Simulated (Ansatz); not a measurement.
# Hg (bcc type): the cost of one run

Program: Ansatz 0.2.0. Level of theory: DFT, PBE, all-electron LAPW, scalar-relativistic. These are calculated values, not measurements.

### Step 1. The structure to begin with

The structure is cubic, space group Im-3m (No. 229). The conventional cell has a = 3.579 Å, b = 3.579 Å, c = 3.579 Å, α = 90.00°, β = 90.00°, γ = 90.00°. Hg (site symmetry m-3m) has 8 Hg at 3.10 Å as nearest neighbours.

Coordinates:

```
CELL_PARAMETERS angstrom
-1.78950 1.78950 1.78950
1.78950 -1.78950 1.78950
1.78950 1.78950 -1.78950
ATOMIC_POSITIONS crystal
Hg 0.00000 0.00000 0.00000
```

### Step 2. Bcc relaxed under pressure, LAPW

The input, input.yaml:

```yaml
crystal:
  lattice:
    - [-1.7895025707, 1.7895025707, 1.7895025707]
    - [1.7895025707, -1.7895025707, 1.7895025707]
    - [1.7895025707, 1.7895025707, -1.7895025707]
  atoms:
    - { symbol: Hg, position: [0.0, 0.0, 0.0] }
kpoints:
  mp_grid: { grid: [15, 15, 15] }
scf:
  occupations: { method: fermi_dirac, width: 0.05 }
hamiltonian:
  xc: pbe
  pseudopotentials: { kind: all_electron, lapw: { basis_error: 0.0005 } }
output:
  forces: true
  stress: true
  eigenvalues: true
relax:
  f_tol: 0.005
  max_steps: 12
  cell: { p_target: 6.8, stress_tol: 0.03 }
```

Launch:

```sh
$ ansatz run input.yaml --threads 2 --pin off --max-ram 5120MiB --backend cpu --events-out ev --progress --plain --runs-dir out
```

Q: Estimate wall time and peak memory on 2 threads of AMD EPYC 7R43 (Zen 3), shared host.

About 9.9 s, with a peak of 0.45 GiB.
